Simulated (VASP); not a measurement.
# CO2 (I-42d) in VASP: reference runs

How does CO2 come out in PBEsol? The cell is run as given and disturbed.

Everything below comes from runs of VASP 6.6.1. Logs are shortened: lines on timing, memory, paths and dates and some standing lists are left out, and cuts for length are marked.

## Step 1: Starting point

It takes space group I-42d (No. 122, tetragonal). The conventional cell has a = 3.949 Å, b = 3.949 Å, c = 6.028 Å, α = 90.00°, β = 90.00°, γ = 90.00°. O (site symmetry 2) has 2 C at 1.40 Å as nearest neighbours. C (site symmetry -4) is surrounded by 4 O at 1.40 Å.

The cell comes from a database or a generator and needn't be the stable form of this composition.

## Step 2: Single point, PBEsol

Input file INCAR:

```
SYSTEM = CO2
PREC     = Accurate       ! precision mode
ENCUT    = 520            ! plane-wave cutoff, eV
EDIFF    = 1E-7           ! SCF threshold, eV
ISMEAR   = -1             ! smearing method
SIGMA    = 0.05           ! smearing width, eV
LREAL    = .False.        ! projectors in reciprocal space
LASPH    = .True.         ! aspherical terms in the spheres
NELM     = 100            ! most SCF steps
ALGO     = Normal         ! electronic algorithm
ISIF     = 2              ! what is computed and relaxed
LWAVE    = .False.        ! write WAVECAR
LCHARG   = .False.        ! write CHGCAR
GGA      = PS             ! functional
NBANDS   = 25             ! bands
KPAR     = 2
```

Input file KPOINTS:

```
regular mesh
0
Gamma
  9 9 9
  0 0 0
```

Input file POSCAR:

```
CO2
1.0
   -1.9747270000      1.9747270000      3.0140580000
    1.9747270000     -1.9747270000      3.0140580000
    1.9747270000      1.9747270000     -3.0140580000
O C
4 2
Direct
    0.8750000000      0.9597980000      0.5847980000
    0.3750000000      0.2902020000      0.4152020000
    0.0402020000      0.6250000000      0.9152020000
    0.7097980000      0.1250000000      0.0847980000
    0.0000000000      0.0000000000      0.0000000000
    0.7500000000      0.2500000000      0.5000000000
```

Potentials or basis: VASP PAW PBE potentials, release 64 (O, C).

Started as:

```sh
$ cat potpaw_PBE.64/O/POTCAR potpaw_PBE.64/C/POTCAR > POTCAR
$ mpirun -np 2 vasp_std > vasp.out
```

OUTCAR:

```text
SYSTEM = CO2
   PREC = Accurate
   ENCUT = 520
   EDIFF = 1E-7
   ISMEAR = -1
   LREAL = .False.
   LASPH = .True.
   NELM = 100
   ISIF = 2
   GGA = PS

 ion  position               nearest neighbor table
   1  0.875  0.960  0.585-   5 1.40   6 1.40
   2  0.375  0.290  0.415-   5 1.40   6 1.40
   3  0.040  0.625  0.915-   6 1.40   5 1.40
   4  0.710  0.125  0.085-   5 1.40   6 1.40
   5  0.000  0.000  0.000-   1 1.40   2 1.40   4 1.40   3 1.40
   6  0.750  0.250  0.500-   1 1.40   3 1.40   4 1.40   2 1.40

  LATTYP: Found a body centered tetragonal cell.
 ALAT       =     3.9494540000
 C/A-ratio  =     1.5263162959

  Lattice vectors:

 A1 = (  -1.9747270000,   1.9747270000,   3.0140580000)
 A2 = (   1.9747270000,  -1.9747270000,   3.0140580000)
 A3 = (   1.9747270000,   1.9747270000,  -3.0140580000)

Analysis of symmetry for initial positions (statically):
=====================================================================
 Subroutine PRICEL returns:
 Original cell was already a primitive cell.

 Routine SETGRP: Setting up the symmetry group for a
 body centered tetragonal supercell.

 Subroutine GETGRP returns: Found  8 space group operations
 (whereof  4 operations were pure point group operations)
 out of a pool of 16 trial point group operations.

The static configuration has the point symmetry S_4 .
 The point group associated with its full space group is D_2d.

Analysis of symmetry for dynamics (positions and initial velocities):
=====================================================================
 Subroutine PRICEL returns:
 Original cell was already a primitive cell.

 Routine SETGRP: Setting up the symmetry group for a
 body centered tetragonal supercell.

 Subroutine GETGRP returns: Found  8 space group operations
 (whereof  4 operations were pure point group operations)
 out of a pool of 16 trial point group operations.

The dynamic configuration has the point symmetry S_4 .
 The point group associated with its full space group is D_2d.

 Subroutine INISYM returns: Found  8 space group operations
 (whereof  4 operations are pure point group operations),
 and found     1 'primitive' translations

----------------------------------------------------------------------------------------

                                     Primitive cell

  volume of cell :      47.0138

  direct lattice vectors                    reciprocal lattice vectors
    -1.974727000  1.974727000  3.014058000     0.000000000  0.253199556  0.165889309
     1.974727000 -1.974727000  3.014058000     0.253199556  0.000000000  0.165889309
     1.974727000  1.974727000 -3.014058000     0.253199556  0.253199556  0.000000000

  length of vectors
     4.108970562  4.108970562  4.108970562     0.302703284  0.302703284  0.358078246

  position of ions in fractional coordinates (direct lattice)
     0.875000000  0.959798000  0.584798000
     0.375000000  0.290202000  0.415202000
     0.040202000  0.625000000  0.915202000
     0.709798000  0.125000000  0.084798000
     0.000000000  0.000000000  0.000000000
     0.750000000  0.250000000  0.500000000

  ion indices of the primitive-cell ions
   primitive index   ion index
                 1           1
                 2           2
                 3           3
                 4           4
                 5           5
                 6           6

----------------------------------------------------------------------------------------

 KPOINTS: regular mesh

Automatic generation of k-mesh.
 Grid dimensions read from file:
 generate k-points for:    9    9    9

 Generating k-lattice:

  Cartesian coordinates                     Fractional coordinates (reciprocal lattice)
     0.000000000  0.028133284  0.018432145     0.111111111 -0.000000000  0.000000000
     0.028133284  0.000000000  0.018432145    -0.000000000  0.111111111  0.000000000
     0.028133284  0.028133284  0.000000000     0.000000000  0.000000000  0.111111111

  Length of vectors
     0.033633698  0.033633698  0.039786472

  Shift w.r.t. Gamma in fractional coordinates (k-lattice)
     0.000000000  0.000000000  0.000000000

 Subroutine IBZKPT returns following result:
 ===========================================

 Found     75 irreducible k-points:

 Following reciprocal coordinates:
            Coordinates               Weight
  0.000000  0.000000  0.000000      1.000000
  0.111111 -0.000000  0.000000      8.000000
  0.222222 -0.000000  0.000000      8.000000
  0.333333 -0.000000  0.000000      8.000000
  0.444444 -0.000000  0.000000      8.000000
  0.111111  0.111111  0.000000      8.000000
[... 16 lines left out ...]
 -0.333333  0.333333  0.000000      4.000000
  0.444444  0.444444  0.000000      8.000000
 [... further k-points ...]
   k-points           NKPTS =     75   k-points in BZ     NKDIM =     75   number of bands    NBANDS=     25
   number of dos      NEDOS =    301   number of ions     NIONS =      6
   total plane-waves  NPLWV =  32768
   dimension x,y,z NGX =    32 NGY =   32 NGZ =   32
   dimension x,y,z NGXF=    64 NGYF=   64 NGZF=   64
   ions per type =               4   2
   NGX,Y,Z   is equivalent  to a cutoff of  12.95, 12.95, 12.95 a.u.
   NGXF,Y,Z  is equivalent  to a cutoff of  25.89, 25.89, 25.89 a.u.
 SYSTEM =  CO2
   PREC   = accura    normal or accurate (medium, high low for compatibility)
   ISTART =      0    job   : 0-new  1-cont  2-samecut
   ICHARG =      2    charge: 1-file 2-atom 10-const
   ISPIN  =      1    spin polarized calculation?
   LNONCOLLINEAR =      F non collinear calculations
   LSORBIT =      F    spin-orbit coupling
   LASPH  =      T    aspherical Exc in radial PAW
   ENCUT  =  520.0 eV  38.22 Ry    6.18 a.u.   7.64  7.64  7.64*2*pi/ulx,y,z
   NELM   =    100;   NELMIN=  2; NELMDL= -5     # of ELM steps
   EDIFF  = 0.1E-06   stopping-criterion for ELM
[... 8 lines left out ...]
   TEBEG  =    0.0;   TEEND  =   0.0 temperature during run
   PSTRESS=    0.0 pullay stress
   NELECT =      32.0000    total number of electrons
   NUPDOWN=      -1.0000    fix difference up-down
   EMIN   =  10.00;   EMAX   =-10.00  energy-range for DOS
   EFERMI =   0.00;   METHOD = LEGACY
   ISMEAR =    -1;   SIGMA  =   0.05  broadening in eV -4-tet -1-fermi 0-gaus
   EFERMI_NEDOS =   21; number of points for ismear=-14 and -15
   IALGO  =     38    algorithm
   IMIX   =      4    mixing-type and parameters
     AMIX     =   0.40;   BMIX     =  1.00
     AMIX_MAG =   1.60;   BMIX_MAG =  1.00
  volume/ion in A,a.u.               =       7.84        52.88
  Fermi-wavevector in a.u.,A,eV,Ry     =   1.440068  2.721333 28.215694  2.073795
  Thomas-Fermi vector in A             =   2.558853
   LORBIT       =      0    0 simple, 1 ext, 2 COOP (PROOUT), +10 PAW based schemes
   GGA     = PS    functional components
   LHFCALC =     F    Hartree Fock is set to
   AEXX    =    0.0000 exact exchange contribution
   IVDW    =     0    specifies the selected vdW correction
   LEPSILON=     F    determine dielectric tensor
   LRPA    =     F    only Hartree local field effects (RPA)
 non-spin polarized calculation
  energy-cutoff  :      520.00
  volume of cell :       47.01
 maximum number of plane-waves:      1307
   NGX = 15   NGY = 15   NGZ = 15

 number of electron      32.0000003 magnetization

 Free energy of the ion-electron system (eV)
  ---------------------------------------------------
  ext. energy  EPLUGINS =         0.00000000
  ---------------------------------------------------
  free energy    TOTEN  =       -46.09509556 eV

  energy without entropy =      -46.09509556  energy(sigma->0) =      -46.09509556

 E-fermi :   3.2380     XC(G=0): -11.3354

 val. band max:        2.0666665443   @ k =  -0.4444   0.4444   0.4444
 cond. band min:       9.5988055750   @ k =   0.0000   0.0000   0.0000
 fundamental gap:      7.5321390307
 Fermi energy:         3.2379691427

 k-point     1 :       0.0000    0.0000    0.0000
  band No.  band energies     occupation
      1     -21.8683      2.00000
      2     -16.7649      2.00000
      3     -16.7649      2.00000
      4     -16.1503      2.00000
      5     -12.5015      2.00000
      6      -7.5847      2.00000
[... 17 lines left out ...]
     24      16.9462      0.00000
     25      16.9462      0.00000

 k-point     2 :       0.1111   -0.0000    0.0000
  band No.  band energies     occupation
      1     -21.7883      2.00000
      2     -16.9528      2.00000
      3     -16.7858      2.00000
      4     -16.2610      2.00000
      5     -12.2366      2.00000
      6      -7.5744      2.00000
[... 17 lines left out ...]
     24      16.8923      0.00000
     25      17.0615      0.00000

 k-point     3 :       0.2222   -0.0000    0.0000
  band No.  band energies     occupation
      1     -21.5599      2.00000
      2     -17.5127      2.00000
      3     -16.8323      2.00000
      4     -16.3960      2.00000
      5     -11.6589      2.00000
      6      -7.5686      2.00000
[... 17 lines left out ...]
     24      16.6729      0.00000
     25      17.1318      0.00000

 k-point     4 :       0.3333   -0.0000    0.0000
  band No.  band energies     occupation
      1     -21.2292      2.00000
      2     -18.1949      2.00000
      3     -16.8743      2.00000
      4     -16.4887      2.00000
      5     -11.1025      2.00000
      6      -7.5495      2.00000
[... 17 lines left out ...]
     24      16.4213      0.00000
     25      16.9040      0.00000

 k-point     5 :       0.4444   -0.0000    0.0000
  band No.  band energies     occupation
      1     -20.9316      2.00000
      2     -18.6976      2.00000
      3     -16.8953      2.00000
      4     -16.5443      2.00000
      5     -10.7823      2.00000
      6      -7.5142      2.00000
[... 17 lines left out ...]
     24      16.3289      0.00000
     25      16.8195      0.00000

 k-point     6 :       0.1111    0.1111    0.0000
  band No.  band energies     occupation
      1     -21.6591      2.00000
      2     -17.2267      2.00000
      3     -16.8244      2.00000
      4     -16.4219      2.00000
      5     -11.8372      2.00000
      6      -7.6392      2.00000
[... 17 lines left out ...]
     24      16.8339      0.00000
     25      17.0292      0.00000
[... 393 lines left out ...]
 k-point    21 :       0.4444    0.3333    0.0000
  band No.  band energies     occupation
      1     -20.2790      2.00000
      2     -19.4371      2.00000
      3     -16.9563      2.00000
      4     -16.7723      2.00000
      5      -9.8135      2.00000
      6      -8.7790      2.00000
[... 17 lines left out ...]
     24      16.5618      0.00000
     25      16.9387      0.00000

 k-point    22 :      -0.4444    0.3333    0.0000
  band No.  band energies     occupation
      1     -20.5887      2.00000
      2     -19.0719      2.00000
      3     -16.9210      2.00000
      4     -16.7086      2.00000
      5     -10.1658      2.00000
      6      -8.7813      2.00000
[... 17 lines left out ...]
     24      16.1114      0.00000
     25      17.2027      0.00000

 k-point    23 :      -0.3333    0.3333    0.0000
  band No.  band energies     occupation
      1     -20.9294      2.00000
      2     -18.6131      2.00000
      3     -16.9028      2.00000
      4     -16.6028      2.00000
      5     -10.6274      2.00000
      6      -8.5940      2.00000
[... 17 lines left out ...]
     24      16.0904      0.00000
     25      17.6272      0.00000

 k-point    24 :       0.4444    0.4444    0.0000
  band No.  band energies     occupation
      1     -19.9358      2.00000
      2     -19.8092      2.00000
      3     -16.8826      2.00000
      4     -16.8357      2.00000
      5      -9.5081      2.00000
      6      -9.3037      2.00000
[... 17 lines left out ...]
     24      16.6135      0.00000
     25      16.9172      0.00000

 [... further k-points ...]

------------------------ aborting loop because EDIFF is reached ----------------------------------------

  FORCE on cell =-STRESS in cart. coord.  units (eV):
  Direction    XX          YY          ZZ          XY          YZ          ZX
  --------------------------------------------------------------------------------------
  -------------------------------------------------------------------------------------
  Total       -1.2784450     -1.2784450     -1.7839077      0.0000000      0.0000000      0.0000000
  in kB      -43.5679294    -43.5679294    -60.7935123      0.0000000      0.0000000      0.0000000
  external PRESSURE =     -49.3097904 kB  Pullay stress =       0.0000000 kB

 VOLUME and BASIS-vectors are now :
 -----------------------------------------------------------------------------
  energy-cutoff  :      520.00
  volume of cell :       47.01
      direct lattice vectors                 reciprocal lattice vectors
    -1.974727000  1.974727000  3.014058000     0.000000000  0.253199556  0.165889309
     1.974727000 -1.974727000  3.014058000     0.253199556  0.000000000  0.165889309
     1.974727000  1.974727000 -3.014058000     0.253199556  0.253199556  0.000000000

 POSITION                                       TOTAL-FORCE (eV/Angst)
 -----------------------------------------------------------------------------------
      1.32227      0.98736      3.76757         0.120558     -0.000000      0.000000
      0.65246      0.98736      0.75351        -0.120558     -0.000000      0.000000
      2.96209      0.65246     -0.75351        -0.000000     -0.120558      0.000000
     -0.98736      1.32227      2.26054        -0.000000      0.120558      0.000000
      0.00000      0.00000      0.00000         0.000000      0.000000      0.000000
     -0.00000      1.97473      1.50703        -0.000000      0.000000      0.000000
 -----------------------------------------------------------------------------------
    total drift:                                0.000001      0.000001      0.000001

  FREE ENERGIE OF THE ION-ELECTRON SYSTEM (eV)
  ---------------------------------------------------
  free  energy   TOTEN  =       -46.0950955640 eV

  energy  without entropy=      -46.0950955640  energy(sigma->0) =      -46.09509556
```

It took 41 s on 2 MPI ranks of Intel Xeon Platinum 8259CL at 2.50GHz (Skylake/Cascade Lake), shared host; peak memory 0.2 GiB.

What came out:

```
Free energy            : -46.0951 eV
Pressure               : -4.9 GPa
Largest force          : 0.121 eV/Å
Band gap on the k mesh : 7.53 eV, indirect (least direct gap 8.00 eV)
```

Forces on the atoms (eV/Å):
```
O    0.121  0.000  0.000
O   -0.121  0.000  0.000
O    0.000 -0.121  0.000
O    0.000  0.121  0.000
C    0.000  0.000  0.000
C    0.000  0.000  0.000
```

Stress tensor (GPa, compression positive):
```
-4.36  0.00  0.00
 0.00 -4.36  0.00
 0.00  0.00 -6.08
```

Caveat: the PAW data sets were made with another functional, which shifts forces and pressure a little; an odd mesh through Γ misses points on the zone boundary, where band edges often lie.

[end of part 1 of 2]
